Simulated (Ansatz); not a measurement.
# BiTe: a film clamped to a substrate

Method: DFT PBEsol, scalar-relativistic, plane waves, PAW in Ansatz 0.2.0. Cutoff 420 eV, Γ-centred 16×16×16 k-points, Gaussian smearing of 0.15 eV. Spin–orbit coupling is left out, which matters for the heavy elements here. No spin polarisation. Energies are free energies at this smearing, counted from the undisturbed cell; pressure is positive in compression.

The undisturbed cell (relaxed at this level; with this scan's settings it stands at 0.1 GPa; it needn't be the usual structure):

```
Bi Te
1.0
     0.00000    3.19715    3.19715
     3.19715    0.00000    3.19715
     3.19715    3.19715    0.00000
Bi Te
1 1
Direct
  0.00000 0.00000 0.00000
  0.50000 0.50000 0.50000
```

The cell (2 atoms, V0 = 65.36 Å³) is strained by p along both x and y and by q along z, fractional coordinates fixed. τp = (1/V0) ∂E/∂p = (σxx + σyy)(1 + p)(1 + q) and τq = (1/V0) ∂E/∂q = σzz(1 + p)², with tension positive.

```csv
p,q,ΔE (meV/atom),τp (GPa),τq (GPa)
0.000,0.000,0.00,-0.10,-0.05
-0.015,0.000,7.07,-4.66,-0.75
0.015,0.000,5.69,3.72,0.66
0.000,-0.015,2.92,-0.85,-1.90
0.000,0.015,2.35,0.57,1.56
```

Get the second derivatives of the energy density.

Central differences give A = ∂τp/∂p = 279 GPa (C11 + C22 + 2 C12), C = ∂τq/∂q = 115 GPa (C33) and the cross term B = ∂τq/∂p = 47 GPa (C13 + C23); ∂τp/∂q = 47 GPa must equal B, and any difference shows higher-order terms. The ions are clamped. In a cubic crystal C11 = C = 115, C12 = B/2 = 23.5 GPa and A should be 2(C11 + C12) = 278 GPa; the bulk modulus is (C11 + 2 C12)/3 = 54 GPa.

A film of this crystal grows with z along the normal on a substrate that imposes p. How does its thickness respond, and what does the misfit cost?

Count p and q from the stress-free cell. A free surface needs τq = 0, so q = −(B/C) p = -0.41 p. The energy density left is (A − B²/C) p²/2 = M p², with the biaxial modulus M = 130 GPa; a misfit of 1 % costs 2.65 meV/atom, against 2.85 meV/atom if the thickness were held.

At p = -0.030 the energies along q are 50.9 (q = -0.030), 36.8 (q = -0.015), 29.4 (q = 0.000), 27.5 (q = 0.015), 30.1 (q = 0.030) meV/atom.

Does the linear rule hold at this misfit?

A parabola through the lowest point and its neighbours has its minimum at q = 0.014, 27.4 meV/atom. With the stress left in the starting cell, τp0 and τq0, linear elasticity gives q = −(τq0 + Bp)/C = 0.013 and E = V0(τp0 p + τq0 q + Ap²/2 + Bpq + Cq²/2)/N = 24.4 meV/atom. The energies differ by more than a tenth, so the quadratic law fails here: the gap holds the anharmonic part, with some error from the wide steps. Cubic terms also shift the vertex of so wide a parabola.

In a metal these slopes depend on the k mesh and the smearing.

Cost: 25 runs of about 5.1 core-minutes in all, on Intel Xeon 6975P-C (Granite Rapids) (shared hosts).

Letting the thickness relax recovers little of the misfit energy, 2.65 against 2.85 meV/atom, because stretching along a cube axis couples only weakly to the other axes: C12 is far below C11. This is typical of rock-salt compounds bonded through p orbitals, where nearly straight σ chains along the cube axes resist changes in length but transmit little transverse stress. BiTe has one valence electron more than the IV–VI tellurides, which probably puts charge into antibonding p states and weakens these chains.

At the larger compression the energy exceeds the harmonic estimate while the optimum thickness stays close to it. The excess is what steepening short-range repulsion would give. Clamping the ions should cost nothing for these strains, since inversion symmetry at both sites forbids a linear internal displacement.

The results describe a rock-salt film, whereas BiTe normally crystallises in a layered structure, whose weaker interlayer contacts would make the response along the normal quite different. Resistance to shear or to off-centre distortion remains untested.
